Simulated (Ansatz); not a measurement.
α-quartz-type GeO2 (metastable phase) was calculated with RPBE in Ansatz (plane waves, PAW).

Run with plane-wave cutoff 520 eV, 12×12×6 k mesh (along the axes of the cell as run), Fermi–Dirac smearing 0.01 eV, scalar-relativistic PAW data made under PBE.

Cell (measured lattice):

GeO₂ is modelled in the trigonal space group P3₂21 (No. 154), Pearson symbol hP9. Conventional cell: a = b = 4.987 Å, c = 5.652 Å, α = β = 90.00°, γ = 120.00°. Ge on 3a sees 4 O at 1.753–1.759 Å (tetrahedral). O on 6c has 2 Ge at 1.753–1.759 Å (bent). (Neighbours: up to the widest gap in distance over summed covalent radii, below 1.35, at either atom.)

Problem. Estimate the band gap and smallest direct gap on the k points sampled that the calculation returns.

Solution. 
band gap: 3.59 eV (indirect)
smallest direct gap on the k points sampled: 3.64 eV

Note: cell and atoms aren't relaxed at this level (largest force component 0.31 eV/Å, pressure 8.4 GPa).

Spin–orbit coupling is not included.

Static lattice: no zero-point or thermal effects.

Cost on a shared machine: roughly 110 core-seconds.

Ansatz is a quantum-chemistry and plane-wave program.
